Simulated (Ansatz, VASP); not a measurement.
# Cross-check of GaAs between VASP and Ansatz, part 2 of 2

Wanted: the spread between two codes on one cell, functional and k mesh. The cell is taken from a series of VASP runs on this material, whose earlier steps may have relaxed, scaled or displaced it; both programs get it as it stands.

VASP 6.6.1 and Ansatz 0.2.0.

So far: The structure; Ansatz: relaxation of cell and atoms, HSE06.

**3. VASP: relaxation of cell and atoms, HSE06**

Level of this step: HSE06; plane waves and PAW (As, Ga_d) (VASP).

The same cell, functional, mesh and smearing now go to VASP, with its own data sets and cutoff.

Lines of VASP's logs that name or quote its potential files are left out, and so is its time.

The run reads the wave functions of an earlier VASP run, which isn't shown here.

File INCAR:

```
SYSTEM = GaAs
PREC = Accurate
ENCUT = 450
EDIFF = 1E-06
NELM = 100
ISMEAR = 0
SIGMA = 0.03
LREAL = .FALSE.
ALGO = Normal
LHFCALC = .TRUE.
AEXX = 0.25
GGA = PE
HFSCREEN = 0.2
LASPH = .TRUE.
NBANDS = 15
PRECFOCK = Fast
LORBIT = 11
LWAVE = .FALSE.
LCHARG = .FALSE.
KPAR = 2
IBRION = 2
NSW = 50
ISIF = 3
EDIFFG = -0.01
```

File POSCAR:

```
GaAs
1.0
    0.0000000000      2.8268500000      2.8268500000
    2.8268500000      0.0000000000      2.8268500000
    2.8268500000      2.8268500000      0.0000000000
As Ga
1 1
Direct
    0.7500000000      0.7500000000      0.7500000000
    0.0000000000      0.0000000000      0.0000000000
```

File KPOINTS:

```
Automatic mesh
0
Gamma
4 4 4
0 0 0
```

The projector-augmented-wave data sets are As and Ga_d (PBE family, release 64).

On the command line:

```console
$ mpirun -np 2 vasp_std
```

Numbers of over 12 decimals in the logs are rounded to 6 here.

The log of the run:

```text
[banner, memory and clock lines left out]
running    2 mpi-ranks, on    1 nodes
 distrk:  each k-point on    1 cores,    2 groups
 distr:  one band on    1 cores,    1 groups

 POSCAR found type information on POSCAR AsGa
 POSCAR found :  2 types and       2 ions
 LDA part: xc-table for (Slater+PW92), standard interpolation
 found WAVECAR, reading the header
 POSCAR, INCAR and KPOINTS ok, starting setup
 FFT: planning ... GRIDC
 FFT: planning ... GRID_SOFT
 FFT: planning ... GRID
 reading WAVECAR
 the WAVECAR file was read successfully
 initial charge from wavefunction
 entering main loop
       N       E                     dE             d eps       ncg     rms          rms(c)
DAV:   1    -0.975120148777E+01   -0.97512E+01   -0.85048E-01   374   0.184E+01    0.220E+00
DAV:   2    -0.974419650415E+01    0.70050E-02   -0.61622E-02   327   0.401E+00    0.154E+00
DAV:   3    -0.974117919054E+01    0.30173E-02   -0.76740E-03   324   0.150E+00    0.919E-01
DAV:   4    -0.974057795464E+01    0.60124E-03   -0.12313E-03   318   0.382E-01    0.527E-01
DAV:   5    -0.974044071455E+01    0.13724E-03   -0.20343E-04   289   0.112E-01    0.304E-01
DAV:   6    -0.974040822977E+01    0.32485E-04   -0.34300E-05   296   0.502E-02    0.174E-01
DAV:   7    -0.974039729264E+01    0.10937E-04   -0.57730E-06   275   0.230E-02    0.985E-02
DAV:   8    -0.974039372711E+01    0.35655E-05   -0.18954E-06   289   0.110E-02    0.547E-02
DAV:   9    -0.974039249162E+01    0.12355E-05   -0.72978E-07   218   0.566E-03    0.304E-02
DAV:  10    -0.974039230273E+01    0.18889E-06   -0.34906E-07   197   0.408E-03
   1 F= -.97403923E+01 E0= -.97403923E+01  d E =-.974039E+01
 curvature:   0.00 expect dE= 0.000E+00 dE for cont linesearch  0.000E+00
 trial: gam= 0.00000 g(F)=  0.255E-41 g(S)=  0.793E-02 ort = 0.000E+00 (trialstep = 0.100E+01)
 search vector abs. value=  0.793E-02
 bond charge predicted
       N       E                     dE             d eps       ncg     rms          rms(c)
DAV:   1    -0.981842286424E+01   -0.78030E-01   -0.10124E+00   303   0.190E+01    0.160E+00
DAV:   2    -0.976426994825E+01    0.54153E-01   -0.42888E-02   296   0.434E+00    0.866E-01
DAV:   3    -0.974847741542E+01    0.15793E-01   -0.14416E-02   310   0.226E+00    0.443E-01
DAV:   4    -0.974424088887E+01    0.42365E-02   -0.26036E-03   326   0.675E-01    0.241E-01
DAV:   5    -0.974280980547E+01    0.14311E-02   -0.45893E-04   342   0.213E-01    0.142E-01
DAV:   6    -0.974228126007E+01    0.52855E-03   -0.58172E-05   297   0.901E-02    0.864E-02
DAV:   7    -0.974208292439E+01    0.19834E-03   -0.18117E-05   276   0.510E-02    0.536E-02
DAV:   8    -0.974200915874E+01    0.73766E-04   -0.63167E-06   261   0.308E-02    0.333E-02
DAV:   9    -0.974198175335E+01    0.27405E-04   -0.26562E-06   268   0.187E-02    0.211E-02
DAV:  10    -0.974197171642E+01    0.10037E-04   -0.90493E-07   223   0.109E-02    0.132E-02
DAV:  11    -0.974196798516E+01    0.37313E-05   -0.39186E-07   141   0.703E-03    0.841E-03
DAV:  12    -0.974196659350E+01    0.13917E-05   -0.17580E-07   141   0.476E-03    0.530E-03
DAV:  13    -0.974196611899E+01    0.47451E-06   -0.10424E-07   141   0.333E-03
   2 F= -.97419661E+01 E0= -.97419661E+01  d E =-.157382E-02
 trial-energy change:   -0.001574  1 .order   -0.001575   -0.007926    0.004775
 step:   0.6240(harm=  0.6240)  dis= 0.00000  next Energy=    -9.742865 (dE=-0.247E-02)
 bond charge predicted
       N       E                     dE             d eps       ncg     rms          rms(c)
DAV:   1    -0.975363502181E+01   -0.11668E-01   -0.13923E-01   303   0.677E+00    0.609E-01
DAV:   2    -0.974585986178E+01    0.77752E-02   -0.64888E-03   296   0.182E+00    0.324E-01
DAV:   3    -0.974369283693E+01    0.21670E-02   -0.20233E-03   310   0.862E-01    0.166E-01
DAV:   4    -0.974311039792E+01    0.58244E-03   -0.37098E-04   356   0.242E-01    0.904E-02
DAV:   5    -0.974291238307E+01    0.19801E-03   -0.60527E-05   342   0.770E-02    0.533E-02
DAV:   6    -0.974283911041E+01    0.73273E-04   -0.77965E-06   297   0.336E-02    0.324E-02
DAV:   7    -0.974281179850E+01    0.27312E-04   -0.25165E-06   254   0.192E-02    0.201E-02
DAV:   8    -0.974280155816E+01    0.10240E-04   -0.85184E-07   230   0.115E-02    0.125E-02
DAV:   9    -0.974279776231E+01    0.37959E-05   -0.32684E-07   141   0.728E-03    0.776E-03
DAV:  10    -0.974279637061E+01    0.13917E-05   -0.20116E-07   141   0.493E-03    0.503E-03
DAV:  11    -0.974279582221E+01    0.54840E-06   -0.75013E-08   141   0.324E-03
   3 F= -.97427958E+01 E0= -.97427958E+01  d E =-.240352E-02
 curvature:  -0.31 expect dE=-0.672E-05 dE for cont linesearch -0.672E-05
 trial: gam=-0.04943 g(F)=  0.131E-42 g(S)=  0.216E-04 ort = 0.413E-03 (trialstep = 0.925E+00)
 search vector abs. value=  0.587E-07
 reached required accuracy - stopping structural energy minimisation
```

From OUTCAR (step 3):

```text
ion  position               nearest neighbor table
   1  0.750  0.750  0.750-   2 2.45   2 2.45   2 2.45   2 2.45
   2  0.000  0.000  0.000-   1 2.45   1 2.45   1 2.45   1 2.45

  LATTYP: Found a face centered cubic cell.
 ALAT       =     5.6537000000

 Subroutine GETGRP returns: Found 24 space group operations
 (whereof 24 operations were pure point group operations)

The static configuration has the point symmetry T_d .

 Found      8 irreducible k-points:

   k-points           NKPTS =      8   k-points in BZ     NKDIM =     64   number of bands    NBANDS=     15

   dimension x,y,z NGX =    28 NGY =   28 NGZ =   28
   dimension x,y,z NGXF=    56 NGYF=   56 NGZF=   56

   ENCUT  =  450.0 eV  33.07 Ry    5.75 a.u.   6.91  6.91  6.91*2*pi/ulx,y,z

   NELECT =      18.0000    total number of electrons

 k-points in reciprocal lattice and weights: Automatic mesh
   0.00000000  0.00000000  0.00000000       0.016
   0.25000000  0.00000000  0.00000000       0.125
   0.50000000  0.00000000  0.00000000       0.062
   0.25000000  0.25000000  0.00000000       0.094
   0.50000000  0.25000000  0.00000000       0.375
  -0.25000000  0.25000000  0.00000000       0.188
   0.50000000  0.50000000  0.00000000       0.047
  -0.25000000  0.50000000  0.25000000       0.094

  exchange ACFDT corr.  =         0.00000000  see jH, gK, PRB 81, 115126

 average (electrostatic) potential at core
       1 -46.6284       2 -59.5363

 E-fermi :   3.5093

 k-point     1 :       0.0000    0.0000    0.0000
  band No.  band energies     occupation
    ...
      5     -13.9254      2.00000
      6     -10.4553      2.00000
      7       3.3729      2.00000
      8       3.3729      2.00000
      9       3.3729      2.00000
     10       4.7337      0.00000
     11       7.9342      0.00000
     12       7.9342      0.00000
     13       7.9342      0.00000
     14      11.9429      0.00000
    ...

 k-point     2 :       0.2500    0.0000    0.0000
  band No.  band energies     occupation
    ...
      5     -13.9253      2.00000
      6      -9.7234      2.00000
      7      -0.9702      2.00000
      8       2.6684      2.00000
      9       2.6684      2.00000
     10       5.6238      0.00000
     11       8.8368      0.00000
     12       8.8368      0.00000
     13      10.2602      0.00000
     14      13.2986      0.00000
    ...

 k-point     3 :       0.5000    0.0000    0.0000
  band No.  band energies     occupation
    ...
      5     -13.9231      2.00000
      6      -8.5803      2.00000
      7      -3.7337      2.00000
      8       2.1677      2.00000
      9       2.1677      2.00000
     10       5.1433      0.00000
     11       8.8533      0.00000
     12       8.8533      0.00000
     13      12.0466      0.00000
     14      14.8880      0.00000
    ...

  Total        0.0172578      0.0172578      0.0172578      0.0000000      0.0000000     -0.0000000
  in kB        0.6029524      0.6029524      0.6029524      0.0000000      0.0000000     -0.0000000
  external PRESSURE =       0.6029524 kB  Pullay stress =       0.0000000 kB

  energy-cutoff  :      450.00
  volume of cell :       45.86
      direct lattice vectors                 reciprocal lattice vectors
    -0.000000000  2.840932591  2.840932591    -0.175998544  0.175998544  0.175998544
     2.840932591 -0.000000000  2.840932591     0.175998544 -0.175998544  0.175998544
     2.840932591  2.840932591  0.000000000     0.175998544  0.175998544 -0.175998544

 POSITION                                       TOTAL-FORCE (eV/Angst)
 -----------------------------------------------------------------------------------
      4.26140      4.26140      4.26140        -0.000000     -0.000000      0.000000
      0.00000      0.00000      0.00000         0.000000      0.000000     -0.000000
 -----------------------------------------------------------------------------------
    total drift:                               -0.000034     -0.000024     -0.000021

  FREE ENERGIE OF THE ION-ELECTRON SYSTEM (eV)
  ---------------------------------------------------
  free  energy   TOTEN  =        -9.7427958222 eV

  energy  without entropy=       -9.7427958222  energy(sigma->0) =       -9.74279582

 reached required accuracy - stopping structural energy minimisation

 total charge
# of ion       s       p       d       tot
------------------------------------------
    1        1.207   1.660   0.030   2.897
    2        0.825   0.795  10.010  11.629
--------------------------------------------------
tot          2.031   2.455  10.039  14.526

[... 3 further parts left out ...]
```

CONTCAR:

```
GaAs
   1.00000000000000
    -0.0000000000000000    2.8409325913747985    2.8409325913747985
     2.8409325913747985   -0.0000000000000000    2.8409325913747985
     2.8409325913747985    2.8409325913747985    0.0000000000000000
  As              Ga
     1     1
Direct
     0.7500000000000000    0.7500000000000000    0.7500000000000000
     0.0000000000000000    0.0000000000000000    0.0000000000000000
```

The k-mesh is coarse for exact exchange; levels may shift by about 0.1 eV on a finer one.

**4. Comparison**

Known differences besides the potentials themselves: exact exchange at q = 0 is treated differently, which shows on coarse meshes; VASP keeps PBE cores, Ansatz makes them for the functional; both relaxations stop at a tolerance, which leaves soft axes loose, and VASP keeps its plane-wave basis; the data sets hold 28 valence electrons in Ansatz (default PAW (the set named soft_2) files) and 18 in VASP; the cutoff is 420 eV in Ansatz and 450 eV in VASP; Ansatz adds a Pulay correction to the stress that steers its cell, VASP none; VASP takes a coarser grid for exact exchange (PRECFOCK = Fast). Total energies have different zeros and are not compared.

Compared:

| quantity | Ansatz | VASP | difference |
| --- | --- | --- | --- |
| volume (Å³) | 46.03 | 45.86 | +0.38 % |
| edge a after relaxation, in the typed setting (Å) | 4.023 | 4.018 | +0.12 % |

The walks stopped with 0.01 GPa left in Ansatz and 0.06 GPa in VASP; each walk ends within a tolerance, so the volume difference is uncertain by about these residues over the bulk modulus, most in soft cells.

**5. Results**

```
difference in volume (relaxation of cell and atoms, HSE06) : 0.38 %
```

**Reading.** The difference in volume is 0.38 % (relaxation of cell and atoms, HSE06), within the 1.2 % picked in this series as the mark of a large difference, as far as the stopping tolerances let one tell. How closely two codes agree says nothing of how well the functional describes the real material.

[Lines on the potential files, build, host, timing and source positions are cut from VASP's logs without a mark.]

[Logs are printed without paths, hosts, clocks, repeated set-up lines and the standing remarks that a program may print on its own settings, such as how far it seeks lower states.]

[Hosts, paths, dates, database ids (printed as entryN), source tags and the programs' standing remarks are cut or masked in the printed files.]
